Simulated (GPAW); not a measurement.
# TaN (Fm-3m) in GPAW: single point with PBE

Aim: the single point of TaN with PBE.

Program: GPAW 26.7.0. These are calculated values, not measurements. Logs are shortened: lines on timing, memory, paths and dates and some standing lists are left out, and cuts for length are marked. The log counts tension as positive stress, the text compression.

### 1 Starting point

The structure is cubic, space group Fm-3m (No. 225). Conventional cell: a = 4.423 Å, b = 4.423 Å, c = 4.423 Å, α = 90.00°, β = 90.00°, γ = 90.00°. Around Ta (site symmetry m-3m) lie 6 N at 2.21 Å. N (site symmetry m-3m) has 6 Ta at 2.21 Å as nearest neighbours.

The cell comes from a database or a generator and needn't be the stable form of this composition.

### 2 Single point, PBE

TaN.xyz

```xyz
2
Lattice="0.0000000000 2.2113230000 2.2113230000 2.2113230000 0.0000000000 2.2113230000 2.2113230000 2.2113230000 0.0000000000" Properties=species:S:1:pos:R:3 pbc="T T T"
Ta     2.2113230000      2.2113230000      2.2113230000
N      0.0000000000      0.0000000000      0.0000000000
```

Potentials or basis: GPAW PAW data sets (gpaw-data 1.2.1), pw.

Launch:

```
$ OMP_NUM_THREADS=1 gpaw run TaN.xyz -p 'mode=PW(800),xc=PBE,kpts={size:(10,10,10),gamma:True},occupations={name:fermi-dirac,width:0.05},nbands=19,convergence={density:1e-05,energy:1e-05},maxiter=150,txt=gpaw.txt' --properties efs -w gs.gpw
```

What it wrote:

```text
__  _  _
 | _ |_)|_||  |
 |__||  | ||/\| - 26.7.0

Input parameters:
  mode=PW(ecut=800.0),
  convergence={'density': 1e-05, 'energy': 1e-05},
  kpts=MonkhorstPack(size=[10, 10, 10], gamma=True),
  maxiter=150,
  nbands=19,
  occupations=Occupations(name='fermi-dirac', width=0.05),
  xc=XC(name='PBE')

Diagonalizing LCAO Hamiltonian
Converting LCAO to pw mode

              Ta

       N

Atoms  # Å, Bohr magnetons
|   | symbol |        x |        y |        z |    initial magnetic moments |
|---|--------|----------|----------|----------|-----------------------------|
| 0 |     Ta | 2.211323 | 2.211323 | 2.211323 | ( 0.0000,  0.0000,  0.0000) |
| 1 |      N | 0.000000 | 0.000000 | 0.000000 | ( 0.0000,  0.0000,  0.0000) |

Unit cell  # Å
| periodic |        x |        y |        z |  lengths |    angles |
|----------|----------|----------|----------|----------|-----------|
|      yes | 0.000000 | 2.211323 | 2.211323 | 3.127283 | 60.000000 |
|      yes | 2.211323 | 0.000000 | 2.211323 | 3.127283 | 60.000000 |
|      yes | 2.211323 | 2.211323 | 0.000000 | 3.127283 | 60.000000 |

Number of symmetries: 48
Symmetry operations  # r_c * U_cc + t_c -> r_c
|    | kind |            matrix            |
|----|------|------------------------------|
|  0 |  σ   |  1, 0, 0,  1, 0,-1,  1,-1, 0 |
|  1 |  C2  |  1, 0, 0,  1,-1, 0,  1, 0,-1 |
|  2 |  E   |  1, 0, 0,  0, 1, 0,  0, 0, 1 |
|  3 |  σ   |  1, 0, 0,  0, 0, 1,  0, 1, 0 |
|  4 |  C4  |  1, 0,-1,  1, 0, 0,  1,-1, 0 |
|  5 |  S6  |  1, 0,-1,  1,-1, 0,  1, 0, 0 |
|  6 |  σ   |  1, 0,-1,  0, 1,-1,  0, 0,-1 |
|  7 |  C3  |  1, 0,-1,  0, 0,-1,  0, 1,-1 |
|  8 |  S6  |  1,-1, 0,  1, 0, 0,  1, 0,-1 |
|  9 |  C4  |  1,-1, 0,  1, 0,-1,  1, 0, 0 |
| 10 |  C3  |  1,-1, 0,  0,-1, 1,  0,-1, 0 |
| 11 |  σ   |  1,-1, 0,  0,-1, 0,  0,-1, 1 |
| 12 |  σ   |  0, 1, 0,  1, 0, 0,  0, 0, 1 |
| 13 |  C4  |  0, 1, 0,  0, 1,-1, -1, 1, 0 |
| 14 |  C3  |  0, 1, 0,  0, 0, 1,  1, 0, 0 |
| 15 |  S6  |  0, 1, 0, -1, 1, 0,  0, 1,-1 |
| 16 |  C2  |  0, 1,-1,  1, 0,-1,  0, 0,-1 |
| 17 |  σ   |  0, 1,-1,  0, 1, 0, -1, 1, 0 |
| 18 |  S4  |  0, 1,-1,  0, 0,-1,  1, 0,-1 |
| 19 |  C4  |  0, 1,-1, -1, 1, 0,  0, 1, 0 |
| 20 |  C3  |  0, 0, 1,  1, 0, 0,  0, 1, 0 |
| 21 |  σ   |  0, 0, 1,  0, 1, 0,  1, 0, 0 |
| 22 |  S6  |  0, 0, 1,  0,-1, 1, -1, 0, 1 |
| 23 |  C4  |  0, 0, 1, -1, 0, 1,  0,-1, 1 |
| 24 |  S4  |  0, 0,-1,  1, 0,-1,  0, 1,-1 |
| 25 |  C3  |  0, 0,-1,  0, 1,-1,  1, 0,-1 |
| 26 |  C2  |  0, 0,-1,  0,-1, 0, -1, 0, 0 |
| 27 |  S6  |  0, 0,-1, -1, 0, 0,  0,-1, 0 |
| 28 |  S4  |  0,-1, 1,  1,-1, 0,  0,-1, 0 |
| 29 |  C4  |  0,-1, 1,  0, 0, 1, -1, 0, 1 |
| 30 |  C2  |  0,-1, 1,  0,-1, 0,  1,-1, 0 |
| 31 |  σ   |  0,-1, 1, -1, 0, 1,  0, 0, 1 |
| 32 |  C3  |  0,-1, 0,  1,-1, 0,  0,-1, 1 |
| 33 |  S6  |  0,-1, 0,  0, 0,-1, -1, 0, 0 |
| 34 |  S4  |  0,-1, 0,  0,-1, 1,  1,-1, 0 |
| 35 |  C2  |  0,-1, 0, -1, 0, 0,  0, 0,-1 |
| 36 |  C2  | -1, 1, 0,  0, 1, 0,  0, 1,-1 |
| 37 |  S6  | -1, 1, 0,  0, 1,-1,  0, 1, 0 |
| 38 |  S4  | -1, 1, 0, -1, 0, 1, -1, 0, 0 |
| 39 |  C3  | -1, 1, 0, -1, 0, 0, -1, 0, 1 |
| 40 |  S6  | -1, 0, 1,  0, 0, 1,  0,-1, 1 |
| 41 |  C2  | -1, 0, 1,  0,-1, 1,  0, 0, 1 |
| 42 |  C3  | -1, 0, 1, -1, 1, 0, -1, 0, 0 |
| 43 |  S4  | -1, 0, 1, -1, 0, 0, -1, 1, 0 |
| 44 |  C2  | -1, 0, 0,  0, 0,-1,  0,-1, 0 |
| 45 |  i   | -1, 0, 0,  0,-1, 0,  0, 0,-1 |
| 46 |  σ   | -1, 0, 0, -1, 1, 0, -1, 0, 1 |
| 47 |  C2  | -1, 0, 0, -1, 0, 1, -1, 1, 0 |

BZ-sampling:
  Number of BZ points: 1000
  Number of IBZ points: 47

  Monkhorst-Pack size: [10, 10, 10]
  Monkhorst-Pack shift: [0.05, 0.05, 0.05]

K-points  # in reciprocal-cell coordinates
|     |                                coordinates |     weight |
|-----|--------------------------------------------|------------|
|   0 | (  0.00000000,   0.00000000,   0.00000000) | 0.00100000 |
|   1 | (  0.10000000,   0.10000000,   0.00000000) | 0.00600000 |
|   2 | (  0.10000000,   0.10000000,   0.10000000) | 0.00800000 |
|   3 | (  0.20000000,   0.10000000,   0.10000000) | 0.01200000 |
|   4 | (  0.20000000,   0.20000000,   0.00000000) | 0.00600000 |
|   5 | (  0.20000000,   0.20000000,   0.10000000) | 0.02400000 |
|   6 | (  0.20000000,   0.20000000,   0.20000000) | 0.00800000 |
|   7 | (  0.30000000,   0.20000000,   0.10000000) | 0.02400000 |
|   8 | (  0.30000000,   0.20000000,   0.20000000) | 0.02400000 |
|   9 | (  0.30000000,   0.30000000,   0.00000000) | 0.00600000 |
| ... |                                            |            |
|  46 | (  0.50000000,   0.50000000,   0.50000000) | 0.00400000 |

Plane wave coefficients: 1139
Cutoff: 800.0 eV

Spin-components: 1 (collinear spins)
Bands:           19
Projectors:      11
Spin-degeneracy: 2
Datatype:        complex128

Parallelization:
  kpt:    1
  domain: 1
  band:   1

Density:
  Valence electrons: 18.0
  Components: 1
  Grid points: [21 21 21]
  Charge: 0.0  # |e|

Potential:
  Grid points: [21 21 21]

species:
  Ta:
    name:    Tantalum
    Z:       73.0
    valence: 13
    core:    60
    charge:  0.0  # [|e|]
    compensation charges:
      type: gauss
      rc: 0.42  # [Å]
      lmax: 2
    cutoffs:
      filter: 2.36  # [Å]
      core: 3.45  # [Å]
    projectors
    | kind |    occ | energy [eV] | rcut [Å] |
    |------|--------|-------------|----------|
    |   5s |  2.000 |     -72.790 |    1.365 |
    |   6s |  2.000 |      -5.429 |    1.365 |
    |   5p |  6.000 |     -39.427 |    1.349 |
    |   6p |  0.000 |      -1.396 |    1.349 |
    |   5d |  3.000 |      -3.603 |    1.307 |
    |    d |        |      23.609 |    1.307 |

    Using partial waves for Ta as LCAO basis

  N:
    name:    Nitrogen
    Z:       7.0
    valence: 5
    core:    2
    charge:  0.0  # [|e|]
    compensation charges:
      type: gauss
      rc: 0.18  # [Å]
      lmax: 2
    cutoffs:
      filter: 1.11  # [Å]
      core: 0.96  # [Å]
    projectors
    | kind |    occ | energy [eV] | rcut [Å] |
    |------|--------|-------------|----------|
    |   2s |  2.000 |     -18.583 |    0.603 |
    |   2p |  3.000 |      -7.089 |    0.529 |
    |    s |        |       8.629 |    0.603 |
    |    p |        |      20.123 |    0.529 |
    |    d |        |       0.000 |    0.577 |

    Using partial waves for N as LCAO basis

Reference energy: -425654.162905  # eV

eigensolver:
  PPCG
  Converge bands: occupied
  niter=2

density mixing:
  MSR1-Mixer
  Pratt-step length: 0.05
  Maximum mixing coefficient: 0.75
  Old densities: 10
  SVD Regularization: 0.005
  Good broyden scale: 1.0
  Trust region scale: 1.0
  Backstep threshold: 4.0
  History deletion threshold: 6.0
  Fourier metric: weight=20.0, sigma=0.015

occupation numbers:
  Fermi-Dirac:
    width: 0.0500  # eV

poisson solver:
  ecut: 6400.0  # eV

xc functional:
  name: PBE with 2 nearest neighbor stencil

convergence criteria:
- Maximum integral of absolute [dens]ity change: 1e-05 electrons / valence electron
- Maximum [total energy] change in last 3 cyles: 1e-05 eV / valence electron
- Maximum integral of absolute [eigenst]ate change: 4e-08 eV^2 / valence electron
maximum number of iterations: 150

SCF iterations
|iter     | |      energy | eigst |  dens |
|---------|-|-------------|-------|-------|
|iter:   1| |  -21.705815 | +0.24 |       |
|iter:   2| |  -21.184182 | -2.45 | -0.95 |
|iter:   3| |  -19.985426 | -1.55 | -1.01 |
|iter:   4| |  -19.992105 | -3.21 | -1.70 |
|iter:   5| |  -19.999414 | -3.42 | -1.91 |
|iter:   6| |  -19.999379 | -5.25 | -2.97 |
|iter:   7| |  -19.999382c| -6.79 | -3.62 |
|iter:   8| |  -19.999384c| -7.47c| -4.15 |
|iter:   9| |  -19.999383c| -8.40c| -5.07c|

Converged in 9 steps
Energy contributions relative to reference atoms: (reference = -425654.162905)

Energy contributions:
  Kinetic:          14.970904
  Coulomb:         -15.821027
  Zero:             -0.064428
  External:          0.000000
  Xc:              -19.081882
  Entropy:          -0.005903
  Spinorbit:         0.000000
  ----------------------------
  Free energy:     -20.002335
  Extrapolated:    -19.999383

dipole moment: (-10.973270, -10.973270, -10.973270)  # |e|*Ang

Fermi level: 15.288
Eigenvalues  # (at kpt = [0.000, 0.000, 0.000])
| band index |      eig [eV] | occ [0-2] |
|------------|---------------|-----------|
|          0 |       -54.131 |     2.000 |
|        ... |               |           |
|          3 |       -20.578 |     2.000 |
|          4 |        -3.398 |     2.000 |
|          5 |        11.490 |     2.000 |
|          6 |        11.490 |     2.000 |
|          7 |        11.490 |     2.000 |
|          8 |        13.214 |     2.000 |
[... 8 lines left out ...]
|         17 |        38.962 |     0.000 |
|         18 |        41.401 |     0.000 |

No gap
No difference between direct/indirect transitions

Forces  # eV/Ang
|        x |       y |       z |
|----------|---------|---------|
| -0.00000 | 0.00000 | 0.00000 |  # Ta   0
|  0.00000 | 0.00000 | 0.00000 |  # N    1

Stress tensor  # eV/Ang^3
|        x |         y |         z |
|----------|-----------|-----------|
| 0.009718 |  0.000000 |  0.000000 |
| 0.000000 |  0.009718 | -0.000000 |
| 0.000000 | -0.000000 |  0.009718 |

# Writing to gs.gpw (mode='')
```

It took 19 s on 1 thread of AMD EPYC 7B13 (Zen 3), shared host; peak memory 0.17 GiB.

What came out:

| Quantity | Value |
| --- | --- |
| Free energy | -20.0023 eV |
| Pressure | -1.6 GPa |
| Band gap on the k mesh | none (metal or under the smearing width) |

Levels at points of the mesh, in eV from the Fermi level:
```csv
k point,band 7,band 8,band 9,band 10,band 11,band 12
"(0.00, 0.00, 0.00)",-3.80,-3.80,-2.07,-2.07,-2.07,0.04
"(0.50, 0.50, 0.00)",-5.36,-4.61,-4.61,2.03,3.40,3.40
"(0.50, 0.50, 0.50)",-7.44,-7.44,1.82,1.82,1.92,3.71
```
